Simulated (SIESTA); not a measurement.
BaTiO3, 5 atoms in the cell. The structure is trigonal, space group R3m (No. 160). Conventional cell: a = 5.655 Å, b = 5.655 Å, c = 6.955 Å, α = 90.00°, β = 90.00°, γ = 120.00°. Around Ba (site symmetry 3m) lie 12 O at 2.79 to 2.89 Å. Around Ti (site symmetry 3m) lie 6 O at 1.87 to 2.14 Å. O (site symmetry m) is surrounded by 2 Ti at 1.87 to 2.14 Å. 

```yaml
Program: SIESTA 5.4.2
Task: single point
Functional: PBEsol
Potentials_or_basis: PseudoDojo 0.4 standard (PBEsol files)
Basis: DZP (energy shift 0.003 Ry; two zetas on semicore shells; d shell added on Ba)
Grid_cutoff: 800 Ry
Energy_shift: 0.003 Ry
k_mesh: 7 × 7 × 7
Occupations: fermi-dirac, width 0.05 eV
Spin: no spin polarisation
```

Potentials or basis: PseudoDojo 0.4 standard (PBEsol files), DZP (energy shift 0.003 Ry; two zetas on semicore shells; d shell added on Ba).

The run is started by

```console
$ siesta BaTiO3.fdf > BaTiO3.out 2>&1
```

Hardware: 1 thread of Intel(R) Xeon(R) Processor @ 2.50GHz (Skylake/Cascade Lake) (shared host).

**Question.** How long does it take, and how much memory?

**Answer.** It took 6.3 min on 1 thread of Intel(R) Xeon(R) Processor @ 2.50GHz (Skylake/Cascade Lake) (shared host), peak memory 0.53 GiB. Counts: scf iterations 12, k points 172, bands 80.
